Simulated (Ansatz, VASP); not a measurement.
Ta3N: VASP beside Ansatz

File INCAR:

```
SYSTEM = Ta3N
PREC = Accurate ; ENCUT = 520
EDIFF = 1E-7 ; ISMEAR = 0
SIGMA = 0.1 ; LREAL = .FALSE.
LASPH = .TRUE. ; NELM = 60
ALGO = Normal ; ISIF = 2
LWAVE = .FALSE. ; LCHARG = .FALSE.
GGA = PS ; NBANDS = 27
```

The input KPOINTS:

```
Automatic mesh
0
G
  15 15 6
  0 0 0
```

Contents of POSCAR:

```
Ta3N
1.0
    3.0152738558      0.0000000000      0.0000000000
   -1.5076369280      2.6113037585      0.0000000000
    0.0000000000      0.0000000000      6.8049047442
Ta N
3 1
Direct
    0.0000000000      0.0000000000      0.4942632937
    0.3333333300      0.6666666700      0.1704378679
    0.6666666700      0.3333333300      0.8215556281
    0.0000000000      0.0000000000      0.0137432103
```

Input for Ansatz:

```yaml
crystal:
  lattice:
    - [3.0152738558, 0.0, 0.0]
    - [-1.507636928, 2.6113037585, 0.0]
    - [0.0, 0.0, 6.8049047442]
  atoms:
    - { symbol: Ta, position: [0.0, 0.0, 0.4942632937] }
    - { symbol: Ta, position: [0.33333333, 0.66666667, 0.1704378679] }
    - { symbol: Ta, position: [0.66666667, 0.33333333, 0.8215556281] }
    - { symbol: "N", position: [0.0, 0.0, 0.0137432103] }
basis:
  ecutwfc: 420
kpoints:
  mp_grid: { grid: [15, 15, 6] }
hamiltonian:
  xc: pbesol
scf:
  occupations: { method: gaussian, width: 0.1 }
output:
  forces: true
  stress: true
  eigenvalues: true
  populations: true
```

Alike in both runs: task single point; functional PBEsol; k mesh 15 × 15 × 6; occupations gaussian, width 0.1 eV; no spin polarisation.

```csv
,VASP,Ansatz
version,VASP 6.6.1,Ansatz 0.2.0
potentials or method,"VASP PAW PBE potentials, release 64 (Ta_pv, N)","scalar-relativistic, plane waves, PAW"
plane-wave cutoff (eV),520,420
valence electrons in the cell,38,44
```

Ansatz gave:

* gap on the k mesh at the Fermi level (eV): none
* pressure (GPa): 26.2
* largest component of the traceless stress (GPa): 9.10
* rms of the force components (eV/Å): 0.797

What did VASP give for the same quantities?

gap on the k mesh at the Fermi level (eV): none; pressure (GPa): 26.9; largest component of the traceless stress (GPa): 9.07; rms of the force components (eV/Å): 0.805.

Atom by atom the forces differ by 0.033 eV/Å (rms over components). A gap of «none» marks a metal or a gap that the smearing closes. The two sets of potentials don't hold the same shells in valence.

Caveats: so large a pressure means that the cell lies far from this level's equilibrium, or that cutoff or potentials fall short (VASP); the potentials were made for another functional, which shifts forces and pressure (VASP). The runs have no spin-orbit coupling, so splittings on Ta are missing.
